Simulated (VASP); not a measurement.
Input of a VASP 6.6.1 run:

The input INCAR:

```
ALGO = Normal ; BPARAM = 11.95
CPARAM = 0.0093 ; EDIFF = 1E-7
ENCUT = 520 ; ISIF = 2
ISMEAR = 1 ; IVDW_NL = 2
LASPH = True ; LCHARG = False
LMIXTAU = True ; LREAL = False
LUSE_VDW = True ; LWAVE = False
METAGGA = R2SCAN ; NBANDS = 13
NELM = 60 ; PREC = Accurate
SIGMA = 0.1
```

Contents of KPOINTS:

```
k-points
0
Gamma
  11 11 11
```

File POSCAR:

```
Sn
1.0
   -1.7265390000      1.7755470000      2.3383420000
    1.7265390000     -1.7755470000      2.3383420000
    1.7265390000      1.7755470000     -2.3383420000
Sn
1
Direct
    0.0000000000      0.0000000000      0.0000000000
```

KPOINTS_OPT

```
path GXLTWRX1ZGYSW,L1Y,Y1Z
15
line-mode
reciprocal
 0.0000000000  0.0000000000  0.0000000000  G
-0.3862939988  0.3862939988  0.3862939988  X

-0.3862939988  0.3862939988  0.3862939988  X
-0.2804352521  0.2804352521  0.4921527456  L

-0.2804352521  0.2804352521  0.4921527456  L
 0.0000000000  0.0000000000  0.5000000000  T

 0.0000000000  0.0000000000  0.5000000000  T
 0.2500000000  0.2500000000  0.2500000000  W

 0.2500000000  0.2500000000  0.2500000000  W
 0.0000000000  0.5000000000  0.0000000000  R

 0.0000000000  0.5000000000  0.0000000000  R
 0.3862939988  0.6137060012 -0.3862939988  X1

 0.3862939988  0.6137060012 -0.3862939988  X1
 0.5000000000  0.5000000000 -0.5000000000  Z

 0.5000000000  0.5000000000 -0.5000000000  Z
 0.0000000000  0.0000000000  0.0000000000  G

 0.0000000000  0.0000000000  0.0000000000  G
 0.3941412533 -0.3941412533  0.3941412533  Y

 0.3941412533 -0.3941412533  0.3941412533  Y
 0.5000000000  0.0000000000  0.0000000000  S

 0.5000000000  0.0000000000  0.0000000000  S
 0.2500000000  0.2500000000  0.2500000000  W

 0.2804352521 -0.2804352521  0.5078472544  L1
 0.3941412533 -0.3941412533  0.3941412533  Y

 0.6058587467  0.3941412533 -0.3941412533  Y1
 0.5000000000  0.5000000000 -0.5000000000  Z
```

Potentials or basis: VASP PAW PBE potentials, release 64 (Sn_d).

The run is started by

```sh
$ cat potpaw_PBE.64/Sn_d/POTCAR > POTCAR
$ mpirun -np 1 vasp_std > vasp.out
```

Task: Estimate the band gap along the path.

Result: None (metal or under the smearing width).

Task: What does it give for the pressure?

Result: -3.0 GPa.

Stress tensor (GPa, compression positive):
```
-2.32  0.00  0.00
 0.00 -3.96  0.00
 0.00  0.00 -2.62
```

Caveat: the PAW data sets were made with another functional, which shifts forces and pressure a little; spin-orbit coupling is left out, which moves the levels of the heavy elements; pairwise dispersion overbinds metals, which lowers pressure and volume.
